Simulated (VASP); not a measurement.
# Mg (P6_3/mmc) in VASP: single point with PBE

Aim: the single point of Mg with PBE.

Everything below comes from runs of VASP 6.6.1. Logs are shortened: lines on timing, memory, paths and dates and some standing lists are left out, and cuts for length are marked.

### 1 The undisturbed crystal

The structure is hexagonal, space group P6_3/mmc (No. 194). Conventional cell: a = 3.209 Å, b = 3.209 Å, c = 5.210 Å, α = 90.00°, β = 90.00°, γ = 120.00°. Around Mg (site symmetry -6m2) lie 12 Mg at 3.20 to 3.21 Å.

### 2 Single point, PBE (volume scaled by 0.98)

The input, INCAR:

```
ALGO = Normal ; EDIFF = 1E-6
ENCUT = 520 ; GGA = PE
ISIF = 2 ; ISMEAR = -1
LASPH = True ; LCHARG = True
LELF = True ; LREAL = False
LVHAR = True ; LWAVE = False
NBANDS = 9 ; NELM = 80
PREC = Accurate ; SIGMA = 0.08
```

The input, KPOINTS:

```
k-points
0
Gamma
  12 12 7
```

The input, POSCAR:

```
Mg
1.0
    3.1877321484      0.0000000000      0.0000000000
   -1.5938660741      2.7606570210      0.0000000000
    0.0000000000      0.0000000000      5.1753602886
Mg
2
Direct
    0.3333333333      0.6666666667      0.2500000000
    0.6666666667      0.3333333333      0.7500000000
```

Potentials or basis: VASP PAW PBE potentials, release 64 (Mg).

On the command line:

```console
cat potpaw_PBE.64/Mg/POTCAR > POTCAR
mpirun -np 1 vasp_std > vasp.out
```

OUTCAR:

```text
EDIFF = 1E-6
   ENCUT = 520
   GGA = PE
   ISIF = 2
   ISMEAR = -1
   LASPH = True
   LREAL = False
   NELM = 80
   PREC = Accurate

 ion  position               nearest neighbor table
   1  0.333  0.667  0.250-   2 3.18   2 3.18   2 3.18   2 3.18   2 3.18   2 3.18
   2  0.667  0.333  0.750-   1 3.18   1 3.18   1 3.18   1 3.18   1 3.18   1 3.18

  LATTYP: Found a hexagonal cell.
 ALAT       =     3.1877321484
 C/A-ratio  =     1.6235242008

  Lattice vectors:

 A1 = (   3.1877321484,   0.0000000000,   0.0000000000)
 A2 = (  -1.5938660741,   2.7606570210,   0.0000000000)
 A3 = (   0.0000000000,   0.0000000000,   5.1753602886)

Analysis of symmetry for initial positions (statically):
=====================================================================
 Subroutine PRICEL returns:
 Original cell was already a primitive cell.

 Routine SETGRP: Setting up the symmetry group for a
 hexagonal supercell.

 Subroutine GETGRP returns: Found 24 space group operations
 (whereof 12 operations were pure point group operations)
 out of a pool of 24 trial point group operations.

The static configuration has the point symmetry D_3d.
 The point group associated with its full space group is D_6h.

Analysis of symmetry for dynamics (positions and initial velocities):
=====================================================================
 Subroutine PRICEL returns:
 Original cell was already a primitive cell.

 Routine SETGRP: Setting up the symmetry group for a
 hexagonal supercell.

 Subroutine GETGRP returns: Found 24 space group operations
 (whereof 12 operations were pure point group operations)
 out of a pool of 24 trial point group operations.

The dynamic configuration has the point symmetry D_3d.
 The point group associated with its full space group is D_6h.

 Subroutine INISYM returns: Found 24 space group operations
 (whereof 12 operations are pure point group operations),
 and found     1 'primitive' translations

----------------------------------------------------------------------------------------

                                     Primitive cell

  volume of cell :      45.5444

  direct lattice vectors                    reciprocal lattice vectors
     3.187732148  0.000000000  0.000000000     0.313702643  0.181116305  0.000000000
    -1.593866074  2.760657021  0.000000000     0.000000000  0.362232611  0.000000000
     0.000000000  0.000000000  5.175360289     0.000000000  0.000000000  0.193223263

  length of vectors
[... 88 lines left out ...]
   ISIF   =      2    stress and relaxation
   ISYM   =      2    0-nonsym 1-usesym 2-fastsym
   POTIM  = 0.5000    time-step for ionic-motion
   TEBEG  =    0.0;   TEEND  =   0.0 temperature during run
   PSTRESS=    0.0 pullay stress
   NELECT =       4.0000    total number of electrons
   NUPDOWN=      -1.0000    fix difference up-down
   EMIN   =  10.00;   EMAX   =-10.00  energy-range for DOS
   EFERMI =   0.00;   METHOD = LEGACY
   ISMEAR =    -1;   SIGMA  =   0.08  broadening in eV -4-tet -1-fermi 0-gaus
   EFERMI_NEDOS =   21; number of points for ismear=-14 and -15
   IALGO  =     38    algorithm
   IMIX   =      4    mixing-type and parameters
     AMIX     =   0.40;   BMIX     =  1.00
     AMIX_MAG =   1.60;   BMIX_MAG =  1.00
  volume/ion in A,a.u.               =      22.77       153.67
  Fermi-wavevector in a.u.,A,eV,Ry     =   0.727696  1.375146  7.204845  0.529541
  Thomas-Fermi vector in A             =   1.818984
   LORBIT       =      0    0 simple, 1 ext, 2 COOP (PROOUT), +10 PAW based schemes
   GGA     = PE    functional components
   LHFCALC =     F    Hartree Fock is set to
   AEXX    =    0.0000 exact exchange contribution
   IVDW    =     0    specifies the selected vdW correction
   LEPSILON=     F    determine dielectric tensor
   LRPA    =     F    only Hartree local field effects (RPA)
 non-spin polarized calculation
  energy-cutoff  :      520.00
  volume of cell :       45.54
 maximum number of plane-waves:      1245
 NGX is ok and might be reduce to    24
   NGX = 11   NGY = 11   NGZ = 19

 number of electron       4.0000000 magnetization

 Free energy of the ion-electron system (eV)
  ---------------------------------------------------
  ext. energy  EPLUGINS =         0.00000000
  ---------------------------------------------------
  free energy    TOTEN  =        -3.02163818 eV

  energy without entropy =       -3.00398590  energy(sigma->0) =       -3.01281204

 E-fermi :   2.6339     XC(G=0):  -8.5161

 val. band max:        2.6126781295   @ k =   0.2500   0.0833   0.0000
 cond. band min:       2.7610381138   @ k =   0.4167   0.0833   0.2857
 fundamental gap:      0.1483599843
 Fermi energy:         2.6338847360

 k-point     1 :       0.0000    0.0000    0.0000
  band No.  band energies     occupation
      1      -4.2907      2.00000
      2       0.9788      2.00000
      3       1.4347      2.00000
      4      13.6617      0.00000
      5      13.6617      0.00000
      6      13.7921      0.00000
      7      13.7921      0.00000
      8      14.5533      0.00000
      9      16.1744      0.00000
[... 265 lines left out ...]
 k-point    24 :       0.3333   -0.0000    0.1429
  band No.  band energies     occupation
      1      -2.0031      2.00000
      2       1.8150      1.99993
      3       4.1216      0.00000
      4       5.1932      0.00000
      5       7.9513      0.00000
      6      10.1489      0.00000
      7      10.3073      0.00000
      8      12.1403      0.00000
      9      13.5152      0.00000

 [... further k-points ...]

------------------------ aborting loop because EDIFF is reached ----------------------------------------

  FORCE on cell =-STRESS in cart. coord.  units (eV):
  Direction    XX          YY          ZZ          XY          YZ          ZX
  --------------------------------------------------------------------------------------
  -------------------------------------------------------------------------------------
  Total        0.1177401      0.1177401     -0.1112813      0.0000000      0.0000000      0.0000000
  in kB        4.1419047      4.1419047     -3.9146948      0.0000000      0.0000000      0.0000000
  external PRESSURE =       1.4563716 kB  Pullay stress =       0.0000000 kB

 VOLUME and BASIS-vectors are now :
 -----------------------------------------------------------------------------
  energy-cutoff  :      520.00
  volume of cell :       45.54
      direct lattice vectors                 reciprocal lattice vectors
     3.187732148  0.000000000  0.000000000     0.313702643  0.181116305  0.000000000
    -1.593866074  2.760657021  0.000000000     0.000000000  0.362232611  0.000000000
     0.000000000  0.000000000  5.175360289     0.000000000  0.000000000  0.193223263

 POSITION                                       TOTAL-FORCE (eV/Angst)
 -----------------------------------------------------------------------------------
     -0.00000      1.84044      1.29384        -0.000000      0.000000      0.000000
      1.59387      0.92022      3.88152         0.000000     -0.000000      0.000000
 -----------------------------------------------------------------------------------
    total drift:                                0.000000     -0.000000      0.000000

  FREE ENERGIE OF THE ION-ELECTRON SYSTEM (eV)
  ---------------------------------------------------
  free  energy   TOTEN  =        -3.0216381837 eV

  energy  without entropy=       -3.0039858983  energy(sigma->0) =       -3.01281204
```

OSZICAR:

```text
N       E                     dE             d eps       ncg     rms          rms(c)
DAV:   1    -0.431262459198E+00   -0.43126E+00   -0.13095E+03  1368   0.317E+02
DAV:   2    -0.300377682511E+01   -0.25725E+01   -0.25220E+01  1862   0.265E+01
DAV:   3    -0.303517790232E+01   -0.31401E-01   -0.31329E-01  1838   0.250E+00
DAV:   4    -0.303526631157E+01   -0.88409E-04   -0.88406E-04  1695   0.131E-01
DAV:   5    -0.303526677368E+01   -0.46212E-06   -0.46238E-06  1787   0.904E-03    0.961E-01
DAV:   6    -0.302911305415E+01    0.61537E-02   -0.59562E-04  1568   0.191E-01    0.616E-01
DAV:   7    -0.302162771890E+01    0.74853E-02   -0.23082E-03  1431   0.330E-01    0.340E-02
DAV:   8    -0.302163968245E+01   -0.11964E-04   -0.16214E-05  1949   0.241E-02    0.756E-03
DAV:   9    -0.302163840432E+01    0.12781E-05   -0.12216E-06  1490   0.532E-03    0.614E-04
DAV:  10    -0.302163818367E+01    0.22064E-06   -0.52691E-09   814   0.441E-04
   1 F= -.30216382E+01 E0= -.30128120E+01  d E =-.176523E-01
```

stdout:

```text
POSCAR found type information on POSCAR Mg
 POSCAR found :  1 types and       2 ions
 scaLAPACK will be used
 LDA part: xc-table for (Slater+PW92), standard interpolation
 POSCAR, INCAR and KPOINTS ok, starting setup
 FFT: planning ... GRIDC
 FFT: planning ... GRID_SOFT
 FFT: planning ... GRID
 WAVECAR not read
 entering main loop
```

Run time: 11 s. Hardware: 1 thread of AMD EPYC 9R45 (Zen 5), shared host; peak memory 0.14 GiB.

Results:

| Item | Value |
| --- | --- |
| Free energy | -3.0216 eV |
| Pressure | 0.1 GPa |
| Band gap on the k mesh | none (metal or under the smearing width) |

Stress tensor (GPa, compression positive):
```
 0.41  0.00  0.00
 0.00  0.41  0.00
 0.00  0.00 -0.39
```

Levels at points of the mesh, in eV from the Fermi level:
```
           k point  band 1  band 2  band 3  band 4  band 5
(0.00, 0.00, 0.00)   -6.92   -1.66   -1.20   11.03   11.03
(0.50, 0.00, 0.00)   -2.11   -2.10    2.72    3.07    3.35
```
